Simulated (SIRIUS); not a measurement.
A run of SIRIUS 7.12.0 is set up as follows.

sirius.json

```json
{
  "control": {
    "processing_unit": "cpu",
    "verbosity": 1,
    "num_bands_to_print": 13,
    "print_forces": false,
    "print_stress": true
  },
  "parameters": {
    "electronic_structure_method": "pseudopotential",
    "xc_functionals": ["XC_GGA_X_PBE", "XC_GGA_C_PBE"],
    "gk_cutoff": 9.1,
    "pw_cutoff": 18.2,
    "ngridk": [9, 9, 9],
    "shiftk": [0, 0, 0],
    "smearing": "fermi_dirac",
    "smearing_width": 0.0018374661,
    "num_bands": 13,
    "num_mag_dims": 0,
    "num_dft_iter": 100,
    "energy_tol": 1e-08,
    "density_tol": 1e-06
  },
  "iterative_solver": {
    "type": "davidson",
    "min_tolerance": 1e-10
  },
  "mixer": {
    "type": "anderson",
    "beta": 0.7,
    "max_history": 8
  },
  "settings": {
    "tol_ne": 1e-10,
    "pseudo_grid_cutoff": 6.5
  },
  "unit_cell": {
    "lattice_vectors": [
      [-3.144409785071, 3.144409785071, 3.144409785071],
      [3.144409785071, -3.144409785071, 3.144409785071],
      [3.144409785071, 3.144409785071, -3.144409785071]
    ],
    "atom_coordinate_units": "lattice",
    "atom_types": ["Nb"],
    "atom_files": {
      "Nb": "Nb.json"
    },
    "atoms": {
      "Nb": [
        [0.0, 0.0, 0.0]
      ]
    }
  }
}
```

Potentials or basis: PseudoDojo 0.4.1 PBE standard (scalar relativistic).

The run is started by

```bash
$ upf_to_json Nb.upf
$ OMP_NUM_THREADS=1 sirius.scf --input=sirius.json --output=out.json --task=3 --volume_scale0=0.94 --volume_scale1=1.06 --num_eos_points=7
```

Problem. Predict the equilibrium volume.

Solution. 18.12 Å³/atom.

Problem. What does it give for the bulk modulus?

Solution. 171 GPa.

Problem. Estimate the pressure derivative of the bulk modulus.

Solution. 3.6.

Energy against volume, from the lowest point:
```csv
volume (Å³/atom),energy (meV/atom)
17.322,19.99
17.691,5.53
18.060,0.00
18.428,2.58
18.797,12.54
19.165,29.23
19.534,52.07
```

**Experimental background.**

From “Pressure effects on the electronic structure and superconductivity of (TaNb)0.67(HfZrTi)0.33 high entropy alloy”, 2019, arxiv:1910.08312, for a bulk crystal of Nb: bulk modulus 169 GPa.

Measured bulk modulus of Nb: 169 GPa (quoted in “Pressure effects on the electronic structure and superconductivity of (TaNb)0.67(HfZrTi)0.33 high entropy alloy”, 2019, arxiv:1910.08312). This calculation gives 171 GPa (+0.9 %). The fit is for a static lattice scaled at fixed shape and fixed fractional positions.
